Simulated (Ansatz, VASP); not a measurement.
# AlN in VASP and in Ansatz

Contents of INCAR:

```
SYSTEM = AlN
PREC = Accurate
ENCUT = 520
EDIFF = 1E-7
ISMEAR = -1
SIGMA = 0.05
LREAL = .False.
LASPH = .True.
NELM = 60
ALGO = Normal
ISIF = 2
LWAVE = .False.
LCHARG = .False.
NBANDS = 11
```

Contents of KPOINTS:

```
regular mesh
0
Gamma
  10 10 10
  0 0 0
```

File POSCAR:

```
AlN
1.0
    0.0000000000      2.1693354430      2.1693354430
    2.1693354430      0.0000000000      2.1693354430
    2.1693354430      2.1693354430      0.0000000000
Al N
1 1
Direct
    0.0000000000      0.0000000000      0.0000000000
    0.2500000000      0.2500000000      0.2500000000
```

Contents of input.yaml:

```yaml
crystal:
  lattice:
    - [0.0, 2.169335443, 2.169335443]
    - [2.169335443, 0.0, 2.169335443]
    - [2.169335443, 2.169335443, 0.0]
  atoms:
    - { symbol: Al, position: [0.0, 0.0, 0.0] }
    - { symbol: "N", position: [0.25, 0.25, 0.25] }
kpoints:
  mp_grid: { grid: [10, 10, 10] }
scf:
  occupations: { method: fermi_dirac, width: 0.05 }
hamiltonian:
  xc: lda
  pseudopotentials: { kind: all_electron, lapw: { basis_error: 0.001 } }
output:
  forces: true
  stress: true
  eigenvalues: true
```

Change from the starting cell: volume scaled by 0.98.

Alike in both runs: task single point; functional LDA; k mesh 10 × 10 × 10; occupations fermi-dirac, width 0.05 eV; no spin polarisation.

|  | VASP | Ansatz |
| --- | --- | --- |
| version | VASP 6.6.1 | Ansatz 0.2.0 |
| potentials or method | VASP PAW LDA potentials, release 64 (Al, N) | all-electron LAPW, scalar-relativistic |
| plane-wave cutoff (eV) | 520 | see its input |

VASP gave:

```
gap on the k mesh at the Fermi level (eV) : 3.23
least direct gap on the mesh (eV)         : 4.42
pressure (GPa)                            : 1.2
```

Task: What did Ansatz give for the same quantities?

Result: gap on the k mesh at the Fermi level (eV): 3.25; least direct gap on the mesh (eV): 4.41; pressure (GPa): 0.5.

Ansatz ran all-electron here, so the differences hold the error of VASP's frozen core and of both bases.

A k mesh can miss the band edges.
